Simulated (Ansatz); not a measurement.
## Strain response of Ti

Computed with DFT r2SCAN, scalar-relativistic, plane waves, PAW (Ansatz 0.2.0). Settings: 500 eV cutoff, 16×16×16 k-mesh, Gaussian smearing of 0.10 eV, no spin polarisation.

The relaxed crystal:

```
CELL_PARAMETERS angstrom
3.25179 0.00000 0.00000
0.00000 3.25179 0.00000
0.00000 0.00000 3.25179
ATOMIC_POSITIONS crystal
Ti 0.00000 0.00000 0.00000
Ti 0.50000 0.50000 0.50000
```

Deformation: all cell vectors scaled alike, the atoms relaxed, all within the symmetry that the strain leaves. Energies are extrapolated to zero smearing.

| strain (%) | ΔE (meV/atom) | a (Å) | b (Å) | c (Å) |
| --- | --- | --- | --- | --- |
| -3.0 | 50.7 | 3.154 | 3.154 | 3.154 |
| -2.0 | 21.8 | 3.187 | 3.187 | 3.187 |
| -1.0 | 5.2 | 3.219 | 3.219 | 3.219 |
| +0.0 | 0.0 | 3.252 | 3.252 | 3.252 |
| +1.0 | 5.4 | 3.284 | 3.284 | 3.284 |
| +2.0 | 20.8 | 3.317 | 3.317 | 3.317 |
| +3.0 | 45.4 | 3.349 | 3.349 | 3.349 |

What stiffness (1/V) d²E/dε² at zero strain does a cubic fit over all points give?

A cubic fit gives (1/V) d²E/dε² = 996 GPa at zero strain (nine times the bulk modulus at fixed shape).

This bcc form isn't the element's structure at ambient conditions.